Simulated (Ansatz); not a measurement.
Geometry optimisation in Ansatz: input, command and trajectory.

```yaml
crystal:
  lattice:
    - [18.7, 0.0, 0.0]
    - [0.0, 9.8, 0.0]
    - [0.0, 0.0, 6.7009777152]
  atoms:
    - { symbol: Si, position: [0.6551662281, 0.4769415544, 0.3333333333] }
    - { symbol: Si, position: [0.7586103802, 0.4769415544, 0.8333333333] }
    - { symbol: Si, position: [0.448277924, 0.4769415544, 0.3333333333] }
    - { symbol: Si, position: [0.551722076, 0.4769415544, 0.8333333333] }
    - { symbol: Si, position: [0.2413896198, 0.4769415544, 0.3333333333] }
    - { symbol: Si, position: [0.3448337719, 0.4769415544, 0.8333333333] }
    - { symbol: Si, position: [0.7586103802, 0.5230584456, 0.1666666667] }
    - { symbol: Si, position: [0.551722076, 0.5230584456, 0.1666666667] }
    - { symbol: Si, position: [0.6551662281, 0.5230584456, 0.6666666667] }
    - { symbol: Si, position: [0.3448337719, 0.5230584456, 0.1666666667] }
    - { symbol: Si, position: [0.448277924, 0.5230584456, 0.6666666667] }
    - { symbol: Si, position: [0.2413896198, 0.5230584456, 0.6666666667] }
basis:
  ecutwfc: 420
kpoints:
  mp_grid: { grid: [1, 1, 8] }
hamiltonian:
  xc: pbe
scf:
  occupations: { method: gaussian, width: 0.05 }
output:
  forces: true
  stress: true
  eigenvalues: true
  populations: true
  write_density: true
  write_potential: true
  elf: true
  volumetric_format: npy
relax:
  adjacent_minimum: "off"
  f_tol: 0.02
  max_steps: 45
  cell: { fix: [a, b, alpha, beta, gamma], stress_tol: 0.03 }
```

```bash
ansatz run input.yaml --threads 4 --pin off --max-ram 11264MiB --backend cpu --events-out ev --progress --plain --runs-dir out
```

Level of theory: DFT PBE, scalar-relativistic, plane waves, PAW in Ansatz.

Of 12 frames 9 are shown, positions in Å and forces in eV/Å; the SCF threshold varies from step to step. Steps run on the plane waves of an earlier cell, with a Pulay correction in the pressure. The basis is chosen afresh for the last frame, the zero of the energies, and at times for earlier ones too; energy and pressure can step there, also at an unchanged geometry. Where two frames share a geometry here, they differ by under 2 meV/atom and 0.3 GPa. The mark taken_back stands on steps that the optimiser undid.

```xyz
12
Lattice="18.7000 0.0000 0.0000 0.0000 9.8000 0.0000 0.0000 0.0000 6.7010" Properties=species:S:1:pos:R:3:forces:R:3 pbc="T T T" step=1 free_energy_over_end_meV_per_atom=89.39 pressure_GPa=-0.02
Si   12.2516    4.6740    2.2337    0.0477   -0.2854   -0.1620
Si   14.1860    4.6740    5.5841    0.0495   -0.4646    0.4139
Si    8.3828    4.6740    2.2337   -0.0356    0.0598    0.0977
Si   10.3172    4.6740    5.5841    0.0356    0.0598    0.0977
Si    4.5140    4.6740    2.2337   -0.0495   -0.4646    0.4139
Si    6.4484    4.6740    5.5841   -0.0477   -0.2854   -0.1620
Si   14.1860    5.1260    1.1168    0.0495    0.4646   -0.4139
Si   10.3172    5.1260    1.1168    0.0356   -0.0598   -0.0977
Si   12.2516    5.1260    4.4673    0.0477    0.2854    0.1620
Si    6.4484    5.1260    1.1168   -0.0477    0.2854    0.1620
Si    8.3828    5.1260    4.4673   -0.0356   -0.0598   -0.0977
Si    4.5140    5.1260    4.4673   -0.0495    0.4646   -0.4139
12
Lattice="18.7000 0.0000 0.0000 0.0000 9.8000 0.0000 0.0000 0.0000 6.6196" Properties=species:S:1:pos:R:3:forces:R:3 pbc="T T T" step=2 free_energy_over_end_meV_per_atom=63.01 pressure_GPa=-0.06
Si   12.2989    4.6577    2.1899    0.0207   -0.2638    0.0316
Si   14.2109    4.5451    5.5401   -0.0724   -0.3649    0.4217
Si    8.3648    4.6879    2.1951   -0.0465    0.1202    0.0450
Si   10.3352    4.6879    5.5049    0.0465    0.1202    0.0450
Si    4.4891    4.5451    2.2303    0.0724   -0.3649    0.4217
Si    6.4011    4.6577    5.4997   -0.0207   -0.2638    0.0316
Si   14.2109    5.2549    1.0795   -0.0724    0.3649   -0.4217
Si   10.3352    5.1121    1.1147    0.0465   -0.1202   -0.0450
Si   12.2989    5.1423    4.4296    0.0207    0.2638   -0.0316
Si    6.4011    5.1423    1.1198   -0.0207    0.2638   -0.0316
Si    8.3648    5.1121    4.4245   -0.0465   -0.1202   -0.0450
Si    4.4891    5.2549    4.3893    0.0724    0.3649   -0.4217
12
Lattice="18.7000 0.0000 0.0000 0.0000 9.8000 0.0000 0.0000 0.0000 6.5837" Properties=species:S:1:pos:R:3:forces:R:3 pbc="T T T" step=3 free_energy_over_end_meV_per_atom=32.14 pressure_GPa=-0.23
Si   12.3268    4.5795    2.1841    0.0901   -0.0174    0.0422
Si   14.1508    4.3670    5.5619   -0.2482    0.1109    0.6490
Si    8.3421    4.7380    2.1736    0.0093    0.1499   -0.0864
Si   10.3579    4.7380    5.4655   -0.0093    0.1499   -0.0864
Si    4.5492    4.3670    2.2701    0.2482    0.1109    0.6490
Si    6.3732    4.5795    5.4759   -0.0901   -0.0174    0.0422
Si   14.1508    5.4330    1.0217   -0.2482   -0.1109   -0.6490
Si   10.3579    5.0620    1.1182   -0.0093   -0.1499    0.0864
Si   12.3268    5.2205    4.3996    0.0901    0.0174   -0.0422
Si    6.3732    5.2205    1.1078   -0.0901    0.0174   -0.0422
Si    8.3421    5.0620    4.4100    0.0093   -0.1499    0.0864
Si    4.5492    5.4330    4.3136    0.2482   -0.1109   -0.6490
12
Lattice="18.7000 0.0000 0.0000 0.0000 9.8000 0.0000 0.0000 0.0000 6.6154" Properties=species:S:1:pos:R:3:forces:R:3 pbc="T T T" step=5 free_energy_over_end_meV_per_atom=4.73 pressure_GPa=-0.06
Si   12.3449    4.5688    2.1993    0.0125    0.0836   -0.1220
Si   13.8873    4.1440    5.7693   -0.0682    0.3598    0.1990
Si    8.3360    4.8589    2.1827    0.0805    0.0510   -0.2154
Si   10.3640    4.8589    5.4904   -0.0805    0.0510   -0.2154
Si    4.8127    4.1440    2.4616    0.0682    0.3598    0.1990
Si    6.3551    4.5688    5.5070   -0.0125    0.0836   -0.1220
Si   13.8873    5.6560    0.8461   -0.0682   -0.3598   -0.1990
Si   10.3640    4.9411    1.1251   -0.0805   -0.0510    0.2154
Si   12.3449    5.2312    4.4161    0.0125   -0.0836    0.1220
Si    6.3551    5.2312    1.1084   -0.0125   -0.0836    0.1220
Si    8.3360    4.9411    4.4328    0.0805   -0.0510    0.2154
Si    4.8127    5.6560    4.1538    0.0682   -0.3598   -0.1990
12
Lattice="18.7000 0.0000 0.0000 0.0000 9.8000 0.0000 0.0000 0.0000 6.8835" Properties=species:S:1:pos:R:3:forces:R:3 pbc="T T T" step=6 free_energy_over_end_meV_per_atom=11.81 pressure_GPa=-0.24 taken_back
Si   12.2829    4.5946    2.3025    0.1368    0.0437    0.1264
Si   13.8562    4.2648    5.9739   -0.1461   -0.1633   -0.1540
Si    8.3779    5.0529    2.2965   -0.1064   -0.1760    0.1348
Si   10.3221    5.0529    5.7382    0.1064   -0.1760    0.1348
Si    4.8438    4.2648    2.5322    0.1461   -0.1633   -0.1540
Si    6.4171    4.5946    5.7443   -0.1368    0.0437    0.1264
Si   13.8562    5.5352    0.9095   -0.1461    0.1633    0.1540
Si   10.3221    4.7471    1.1453    0.1064    0.1760   -0.1348
Si   12.2829    5.2054    4.5809    0.1368   -0.0437   -0.1264
Si    6.4171    5.2054    1.1392   -0.1368   -0.0437   -0.1264
Si    8.3779    4.7471    4.5870   -0.1064    0.1760   -0.1348
Si    4.8438    5.5352    4.3513    0.1461    0.1633    0.1540
12
Lattice="18.7000 0.0000 0.0000 0.0000 9.8000 0.0000 0.0000 0.0000 6.6348" Properties=species:S:1:pos:R:3:forces:R:3 pbc="T T T" step=7 free_energy_over_end_meV_per_atom=2.65 pressure_GPa=0.17
Si   12.3381    4.5698    2.1991   -0.1307   -0.0211    0.2005
Si   13.8439    4.1789    5.7941    0.1230   -0.1151   -0.0354
Si    8.3397    4.8659    2.1898    0.0653    0.0430   -0.1304
Si   10.3603    4.8659    5.5072   -0.0653    0.0430   -0.1304
Si    4.8561    4.1789    2.4767   -0.1230   -0.1151   -0.0354
Si    6.3619    4.5698    5.5165    0.1307   -0.0211    0.2005
Si   13.8439    5.6211    0.8407    0.1230    0.1151    0.0354
Si   10.3603    4.9341    1.1276   -0.0653   -0.0430    0.1304
Si   12.3381    5.2302    4.4357   -0.1307    0.0211   -0.2005
Si    6.3619    5.2302    1.1183    0.1307    0.0211   -0.2005
Si    8.3397    4.9341    4.4450    0.0653   -0.0430    0.1304
Si    4.8561    5.6211    4.1581   -0.1230    0.1151    0.0354
12
Lattice="18.7000 0.0000 0.0000 0.0000 9.8000 0.0000 0.0000 0.0000 6.7173" Properties=species:S:1:pos:R:3:forces:R:3 pbc="T T T" step=8 free_energy_over_end_meV_per_atom=0.87 pressure_GPa=0.06
Si   12.3168    4.5603    2.2447    0.0118    0.0425    0.0417
Si   13.8164    4.1938    5.8592    0.0239   -0.0430   -0.0785
Si    8.3509    4.9649    2.2256    0.0208   -0.0576   -0.0624
Si   10.3491    4.9649    5.5843   -0.0208   -0.0576   -0.0624
Si    4.8836    4.1938    2.5005   -0.0239   -0.0430   -0.0785
Si    6.3832    4.5603    5.6034   -0.0118    0.0425    0.0417
Si   13.8164    5.6062    0.8582    0.0239    0.0430    0.0785
Si   10.3491    4.8351    1.1330   -0.0208    0.0576    0.0624
Si   12.3168    5.2397    4.4727    0.0118   -0.0425   -0.0417
Si    6.3832    5.2397    1.1140   -0.0118   -0.0425   -0.0417
Si    8.3509    4.8351    4.4917    0.0208    0.0576    0.0624
Si    4.8836    5.6062    4.2169   -0.0239    0.0430    0.0785
12
Lattice="18.7000 0.0000 0.0000 0.0000 9.8000 0.0000 0.0000 0.0000 6.7351" Properties=species:S:1:pos:R:3:forces:R:3 pbc="T T T" step=10 free_energy_over_end_meV_per_atom=0.26 pressure_GPa=0.00 taken_back
Si   12.3078    4.5585    2.2544   -0.0201    0.0140    0.0243
Si   13.8315    4.2157    5.8564    0.0240   -0.0183    0.0313
Si    8.3477    4.8815    2.2286   -0.0009    0.0259   -0.0080
Si   10.3523    4.8815    5.5962    0.0009    0.0259   -0.0080
Si    4.8685    4.2157    2.4888   -0.0240   -0.0183    0.0313
Si    6.3922    4.5585    5.6220    0.0201    0.0140    0.0243
Si   13.8315    5.5843    0.8788    0.0240    0.0183   -0.0313
Si   10.3523    4.9185    1.1389    0.0009   -0.0259    0.0080
Si   12.3078    5.2415    4.4807   -0.0201   -0.0140   -0.0243
Si    6.3922    5.2415    1.1131    0.0201   -0.0140   -0.0243
Si    8.3477    4.9185    4.5065   -0.0009   -0.0259    0.0080
Si    4.8685    5.5843    4.2463   -0.0240    0.0183   -0.0313
12
Lattice="18.7000 0.0000 0.0000 0.0000 9.8000 0.0000 0.0000 0.0000 6.7218" Properties=species:S:1:pos:R:3:forces:R:3 pbc="T T T" step=12 free_energy_over_end_meV_per_atom=0.00 pressure_GPa=0.01
Si   12.3176    4.5730    2.2462   -0.0010   -0.0013    0.0018
Si   13.8439    4.2018    5.8532    0.0005   -0.0004    0.0016
Si    8.3476    4.9087    2.2230   -0.0015   -0.0006    0.0012
Si   10.3524    4.9087    5.5839    0.0015   -0.0006    0.0012
Si    4.8561    4.2018    2.4923   -0.0005   -0.0004    0.0016
Si    6.3824    4.5730    5.6071    0.0010   -0.0013    0.0018
Si   13.8439    5.5982    0.8686    0.0005    0.0004   -0.0016
Si   10.3524    4.8913    1.1379    0.0015    0.0006   -0.0012
Si   12.3176    5.2270    4.4756   -0.0010    0.0013   -0.0018
Si    6.3824    5.2270    1.1147    0.0010    0.0013   -0.0018
Si    8.3476    4.8913    4.4988   -0.0015    0.0006   -0.0012
Si    4.8561    5.5982    4.2295   -0.0005    0.0004   -0.0016
```

Time: 3.4 min on 4 threads of Intel(R) Xeon(R) Processor @ 2.50GHz (Skylake/Cascade Lake), with other jobs on the host, peak memory 1.9 GiB.